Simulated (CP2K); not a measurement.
Crystal: NaI.

```
I Na
1.0
     4.57696    0.00000    0.00000
     2.28848    3.96376    0.00000
     2.28848    1.32125    3.73707
I Na
1 1
Direct
  0.50000 0.50000 0.50000
  0.00000 0.00000 0.00000
```

Base run:

* Program: CP2K 2026.2
* Functional: PBEsol
* Potentials or basis: POTENTIAL_UZH I GTH-PBE-q7, Na GTH-PBE-q9; TZVP-MOLOPT-PBE-GTH basis
* Density cutoff: 19048 eV
* k mesh: 7 × 7 × 7
* Occupations: fermi-dirac, width 0.05 eV
* Spin: no spin polarisation

Its results: band gap on the k mesh 3.44 eV, direct; pressure -0.1 GPa.

Task: The run is repeated on the same cell with these changes: functional from PBEsol to TASK. What comes out?

Result: Band gap on the k mesh 6.49 eV, direct; pressure 5.5 GPa.

TASK gives the wider gap, since meta-GGAs in the generalised Kohn-Sham scheme recover part of the derivative discontinuity.

Caveats: the potentials were made for another functional, which shifts forces and pressure; spin-orbit coupling is left out, which moves the levels of the heavy elements; the basis of atomic orbitals isn't converged, which shifts pressures, moduli and gaps.
